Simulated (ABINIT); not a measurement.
# C (Fd-3m) in ABINIT: a series of runs, part 2 of 2

ABINIT 10.8.3 (patched build).

### Step 4. Band structure, r2SCAN

File run.abi:

```
ndtset 2

pp_dirpath "./"
pseudos "C.upf"

acell 2.5220660407 2.5220660407 2.5220660407 Angstrom
rprim
     0.0000000000     0.7071067812     0.7071067812
     0.7071067812     0.0000000000     0.7071067812
     0.7071067812     0.7071067812     0.0000000000
ntypat 1
znucl 6
natom 2
typat 1 1
xcart
     5.0551213183     5.0551213183     5.0551213183
     3.3700808789     3.3700808789     3.3700808789

ecut 1333.357926 eV

ixc -497498
usekden 1
nc_xccc_gspace 1
boxcutmin 3.0

occopt 3
tsmear 0.05 eV

nstep 100

iomode 3
prtwf 0
prteig 0
prtebands 0
enunit 1
prtden1 1
prtkden1 1

kptopt1 1
ngkpt1 13 13 13
nshiftk1 1
shiftk1 0.0 0.0 0.0
nband1 8
tolvrs1 1.0e-9

iscf2 -2
getden2 1
getkden2 1
nband2 12
nbdbuf2 2
tolwfr2 1.0e-12
kptopt2 -9
ndivsm2 5
prteig2 1
kptbounds2
     0.0000000000     0.0000000000     0.0000000000
     0.5000000000     0.0000000000     0.5000000000
     0.5000000000     0.2500000000     0.7500000000
     0.3750000000     0.3750000000     0.7500000000
     0.0000000000     0.0000000000     0.0000000000
     0.5000000000     0.5000000000     0.5000000000
     0.6250000000     0.2500000000     0.6250000000
     0.5000000000     0.2500000000     0.7500000000
     0.5000000000     0.5000000000     0.5000000000
     0.3750000000     0.3750000000     0.7500000000
```

Potentials or basis: Ansatz NC PBE.

Command:

```sh
abinit run.abi > log 2>&1
```

Run time: 6 min. Hardware: 1 thread of Arm Neoverse V1, shared host; peak memory 0.11 GiB.

The run converged. Its results:

```yaml
Free_energy: -329.7534 eV
Pressure: 3.3 GPa
Band_gap_on_the_k_mesh: 4.12 eV, indirect (least direct gap 5.83 eV)
Band_gap_along_the_path: 4.11 eV, indirect (least direct gap 5.83 eV)
All_electrons_inside_the_program's_atomic_spheres: C 4.71 (radii [1.0584] Å)
```

Levels at the corners of the path, in eV from the valence-band top:
```csv
point,band 1,band 2,band 3,band 4,band 5,band 6,band 7,band 8
Γ,-23.00,0.00,0.00,0.00,5.83,5.83,5.83,13.08
X,-13.85,-13.85,-6.69,-6.69,4.76,4.76,17.95,17.95
W,-13.10,-13.10,-8.77,-8.77,11.22,11.22,12.69,12.69
K,-14.19,-12.74,-9.80,-5.70,5.74,11.17,15.26,16.44
Γ,-23.00,0.00,0.00,0.00,5.83,5.83,5.83,13.08
L,-17.08,-14.19,-2.99,-2.99,8.62,8.86,8.86,16.67
U,-14.19,-12.74,-9.80,-5.70,5.74,11.17,15.26,16.44
W,-13.10,-13.10,-8.77,-8.77,11.22,11.22,12.69,12.69
L,-17.08,-14.19,-2.99,-2.99,8.62,8.86,8.86,16.67
K,-14.19,-12.74,-9.80,-5.70,5.74,11.17,15.26,16.44
```

Caveat: a meta-GGA on potentials with a model core is unreliable; a meta-GGA on norm-conserving files made for a GGA shifts volumes by about 1 %; the potentials were made for another functional, which shifts forces and pressure.

### Step 5. Equation of state, LDA-PZ

File run.abi:

```
# Datasets: one volume each
ndtset 7
getwfk -1
scalecart1 3*0.9795861087
scalecart2 3*0.9864848297
scalecart3 3*0.9932883884
scalecart4 3*1.0000000000
scalecart5 3*1.0066227096
scalecart6 3*1.0131594038
scalecart7 3*1.0196128224

# Pseudopotentials
pp_dirpath "./"
pseudos "C.upf"

# Structure
acell 3*1.0
rprim
     0.0000000000     3.3700808789     3.3700808789
     3.3700808789     0.0000000000     3.3700808789
     3.3700808789     3.3700808789     0.0000000000
ntypat 1
znucl 6
natom 2
typat 1 1
xred
     0.7500000000     0.7500000000     0.7500000000
     0.5000000000     0.5000000000     0.5000000000

# Plane-wave basis
ecut 41.0

# k points
kptopt 1
ngkpt 13 13 13
nshiftk 1
shiftk 0.0 0.0 0.0

# Exchange and correlation
ixc 2

# Bands and occupations
nband 8
occopt 3
tsmear 0.00183747

# SCF cycle
nstep 100
tolvrs 1.0e-10

# Output
iomode 3
prtwf 1
prtden 0
prteig 0
prtebands 0
enunit 1
```

Potentials or basis: PseudoDojo NC SR LDA v0.4.1 standard.

Command:

```sh
abinit run.abi > log 2>&1
```

run.abo:

```text
.Version 10.8.3 of ABINIT
 DATASET    1 : space group Fd -3 m (#227); Bravais cF (face-center cubic)
================================================================================
 Values of the parameters that define the memory need for DATASET  1.
     intxc =       0    ionmov =       0      iscf =       7    lmnmax =       4
     lnmax =       4     mgfft =      30  mpssoang =       2    mqgrid =    3001
     natom =       2  nloc_mem =       1    nspden =       1   nspinor =       1
    nsppol =       1      nsym =      48    n1xccc =    2501    ntypat =       1
    occopt =       3   xclevel =       1
       mpw =         918          nfft =       27000          nkpt =          84
================================================================================
================================================================================
[... 61 lines left out ...]
 DATASET    7 : space group Fd -3 m (#227); Bravais cF (face-center cubic)
================================================================================
 Values of the parameters that define the memory need for DATASET  7.
     intxc =       0    ionmov =       0      iscf =       7    lmnmax =       4
     lnmax =       4     mgfft =      30  mpssoang =       2    mqgrid =    3001
     natom =       2  nloc_mem =       1    nspden =       1   nspinor =       1
    nsppol =       1      nsym =      48    n1xccc =    2501    ntypat =       1
    occopt =       3   xclevel =       1
       mpw =        1030          nfft =       27000          nkpt =          84
================================================================================
================================================================================

--------------------------------------------------------------------------------
------------- Echo of variables that govern the present computation ------------
--------------------------------------------------------------------------------
 -outvars: echo values of preprocessed input variables --------
            acell      1.0000000000E+00  1.0000000000E+00  1.0000000000E+00 Bohr
              amu      1.20110000E+01
             ecut      4.10000000E+01 Hartree
           enunit           1
           getwfk          -1
                       outvar_i_n : Printing only first  50 k-points.
              ixc           2
           jdtset        1    2    3    4    5    6    7
                       outvar_i_n : Printing only first  50 k-points.
[... 131 lines left out ...]
   6.96164805E+01                                ecore*ucvol(ha*bohr**3)
--------------------------------------------------------------------------------

================================================================================

--- !BeginCycle
iteration_state: {dtset: 1, }
solver: {iscf: 7, nstep: 100, nline: 4, wfoptalg: 0, }
tolerances: {tolvrs: 1.00E-10, }
...
[... 988 lines left out ...]
-Cartesian components of stress tensor (GPa)         [Pressure= -3.2635E+01 GPa]
- sigma(1 1)=  3.26349558E+01  sigma(3 2)=  0.00000000E+00
- sigma(2 2)=  3.26349558E+01  sigma(3 1)=  0.00000000E+00
- sigma(3 3)=  3.26349558E+01  sigma(2 1)=  0.00000000E+00

== END DATASET(S) ==============================================================
================================================================================

 -outvars: echo values of variables after computation  --------
            acell      1.0000000000E+00  1.0000000000E+00  1.0000000000E+00 Bohr
           etotal1    -1.2063057321E+01
           etotal2    -1.2063783799E+01
           etotal3    -1.2063976010E+01
           etotal4    -1.2063679932E+01
           etotal5    -1.2062937523E+01
           etotal6    -1.2061792469E+01
           etotal7    -1.2060279239E+01
            fcart1    -0.0000000000E+00 -0.0000000000E+00 -0.0000000000E+00
                      -0.0000000000E+00 -0.0000000000E+00 -0.0000000000E+00
            fcart2    -0.0000000000E+00 -0.0000000000E+00 -0.0000000000E+00
                      -0.0000000000E+00 -0.0000000000E+00 -0.0000000000E+00
            fcart3    -0.0000000000E+00 -0.0000000000E+00 -0.0000000000E+00
                      -0.0000000000E+00 -0.0000000000E+00 -0.0000000000E+00
            fcart4    -0.0000000000E+00 -0.0000000000E+00 -0.0000000000E+00
                      -0.0000000000E+00 -0.0000000000E+00 -0.0000000000E+00
            fcart5    -0.0000000000E+00 -0.0000000000E+00 -0.0000000000E+00
                      -0.0000000000E+00 -0.0000000000E+00 -0.0000000000E+00
[... 38 lines left out ...]
                       0.0000000000E+00  0.0000000000E+00  0.0000000000E+00
           xangst1     2.6204467163E+00  2.6204467163E+00  2.6204467163E+00
                       1.7469644775E+00  1.7469644775E+00  1.7469644775E+00
           xangst2     2.6389011743E+00  2.6389011743E+00  2.6389011743E+00
                       1.7592674496E+00  1.7592674496E+00  1.7592674496E+00
           xangst3     2.6571010680E+00  2.6571010680E+00  2.6571010680E+00
                       1.7714007120E+00  1.7714007120E+00  1.7714007120E+00
           xangst4     2.6750549982E+00  2.6750549982E+00  2.6750549982E+00
                       1.7833699988E+00  1.7833699988E+00  1.7833699988E+00
           xangst5     2.6927711106E+00  2.6927711106E+00  2.6927711106E+00
                       1.7951807404E+00  1.7951807404E+00  1.7951807404E+00
           xangst6     2.7102571271E+00  2.7102571271E+00  2.7102571271E+00
                       1.8068380847E+00  1.8068380847E+00  1.8068380847E+00
           xangst7     2.7275203768E+00  2.7275203768E+00  2.7275203768E+00
                       1.8183469179E+00  1.8183469179E+00  1.8183469179E+00
             xred      7.5000000000E-01  7.5000000000E-01  7.5000000000E-01
                       5.0000000000E-01  5.0000000000E-01  5.0000000000E-01
 Calculation completed.
```

It took 75 s on 1 thread of Arm Neoverse V1, shared host; peak memory 0.1 GiB.

Results:

```
Equilibrium volume                      : 5.54 Å³/atom
Bulk modulus                            : 463 GPa
Pressure derivative of the bulk modulus : 3.6
```

Energy against volume, from the lowest point:
```tsv
volume (Å³/atom)	energy (meV/atom)
5.332	12.50
5.445	2.62
5.558	0.00
5.672	4.03
5.785	14.13
5.899	29.71
6.012	50.30
```

Caveat: pressures at fixed basis lie under the slope of the energies.

### Step 6. Summary

| task | level | potentials or basis | cutoff (eV) | fine-grid cutoff | gap on the mesh (eV) | pressure (GPa) |
| --- | --- | --- | --- | --- | --- | --- |
| band structure | LDA | JTH PAW LDA v2.0 | 544 | 1088.46 eV | 4.11 | -13.8 |
| band structure | LDA-VWN | PseudoDojo NC SR LDA v0.4.1 standard | 1116 | - | 4.15 | -11.4 |
| band structure | r2SCAN | Ansatz NC PBE | 1333 | - | 4.12 | 3.3 |
| equation of state | LDA-PZ | PseudoDojo NC SR LDA v0.4.1 standard | 1116 | - | - | - |

Alike in all rows: no spin polarisation; cell as given; k mesh 13 × 13 × 13; smearing fermi-dirac 0.05 eV.

Caveats: the atomic spheres overlap (some runs); a meta-GGA on potentials with a model core is unreliable (some runs); a meta-GGA on norm-conserving files made for a GGA shifts volumes by about 1 % (some runs); the potentials were made for another functional, which shifts forces and pressure (some runs); pressures at fixed basis lie under the slope of the energies (some runs).

Total energies depend on the potentials used, so only differences within one code and one set of settings carry meaning.

### Step 7. Comparison with measurements

Step 5. A measured bulk modulus of C is 444.8 GPa (quoted in “Equation of state of cubic boron nitride at high pressures and temperatures”, 2007, arxiv:cond-mat/0702656); the calculated 463 GPa misses it by +4.2 %. 3 values of this kind are on record (442 to 444.8 GPa); this one was drawn at random among those near their median, those with a stated uncertainty first. The fit is for a static lattice scaled at fixed shape and fixed fractional positions. The cell as given is a measured one (5.67 Å³/atom); LDA-PZ puts the equilibrium volume -2.2 % from it, thermal expansion not counted.
